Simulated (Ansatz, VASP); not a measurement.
**BN: VASP beside Ansatz**

The input POSCAR:

```
BN
1.0
    0.0000000000      1.8130010000      1.8130010000
    1.8130010000      0.0000000000      1.8130010000
    1.8130010000      1.8130010000      0.0000000000
N B
1 1
Direct
    0.2500000000      0.2500000000      0.2500000000
    0.0000000000      0.0000000000      0.0000000000
```

File INCAR.step1:

```
SYSTEM = BN
PREC = Accurate ; ENCUT = 600
EDIFF = 1E-5 ; ISMEAR = -1
SIGMA = 0.05 ; LREAL = .FALSE.
LASPH = .TRUE. ; NELM = 80
ALGO = Normal ; LWAVE = .TRUE.
LCHARG = .FALSE. ; GGA = PE
```

Contents of INCAR.step2:

```
SYSTEM = BN
PREC = Accurate ; ENCUT = 600
EDIFF = 1E-7 ; ISMEAR = -1
SIGMA = 0.05 ; LREAL = .FALSE.
LASPH = .TRUE. ; NELM = 80
ALGO = Normal ; ISIF = 3
LWAVE = .FALSE. ; LCHARG = .FALSE.
GGA = B3 ; LHFCALC = .TRUE.
AEXX = 0.2 ; AGGAX = 0.72
AGGAC = 0.81 ; ALDAC = 0.19
PRECFOCK = Fast ; HFRCUT = -1
IBRION = 2 ; NSW = 60
EDIFFG = -0.005 ; ISTART = 1
```

File KPOINTS:

```
Automatic mesh
0
G
  7 7 7
  0 0 0
```

input.yaml

```yaml
crystal:
  lattice:
    - [0.0, 1.813001, 1.813001]
    - [1.813001, 0.0, 1.813001]
    - [1.813001, 1.813001, 0.0]
  atoms:
    - { symbol: "N", position: [0.25, 0.25, 0.25] }
    - { symbol: B, position: [0.0, 0.0, 0.0] }
hamiltonian:
  xc: b3lyp
  pseudopotentials: { kind: paw }
kpoints:
  mp_grid: { grid: [7, 7, 7] }
scf:
  occupations: { method: fermi_dirac, width: 0.05 }
output:
  forces: true
  stress: true
relax:
  f_tol: 0.01
  max_steps: 40
  cell: { stress_tol: 0.05 }
```

The cell is a database's computed one.

Alike in both runs: task relaxation of cell and atoms; functional B3LYP; k mesh 7 × 7 × 7; occupations fermi-dirac, width 0.05 eV; no spin polarisation.

```csv
,VASP,Ansatz
version,VASP 6.6.1,Ansatz 0.2.0
potentials or method,"VASP PAW PBE potentials, release 64 (N, B)",Ansatz PAW
plane-wave cutoff (eV),600,420
valence electrons in the cell,8,8
```

|  | VASP | Ansatz | Ansatz less VASP |
| --- | --- | --- | --- |
| gap on the k mesh at the Fermi level, each at its own relaxed structure (eV) | 6.80 | 6.80 | -0.005 |
| relaxed volume (Å³/atom) | 5.91 | 5.91 | 0.000 |
| relaxed cell length with the largest relative difference (Å) | 2.557 | 2.557 | 0.0000 |

Caveats: the k mesh is coarse (spacing up to 0.43 Å⁻¹), so the values aren't converged, least of all with exact exchange; the PAW data sets were made with another functional, which shifts forces and pressure a little (VASP); an odd mesh through Γ misses points on the zone boundary, where band edges often lie (VASP); odd divisions of the mesh miss points on the zone boundary, where band edges often lie, so the gap on the mesh can be too wide (Ansatz); the plane-wave basis is chosen anew once the cell has moved, so the energies of steps on either side of that aren't comparable (Ansatz); the pressure holds a Pulay correction of +1.0 GPa for the finite cutoff (Ansatz); the PAW data sets come from PBE, with cores solved anew for the run's functional, which leaves a small shift of forces and pressure (Ansatz).
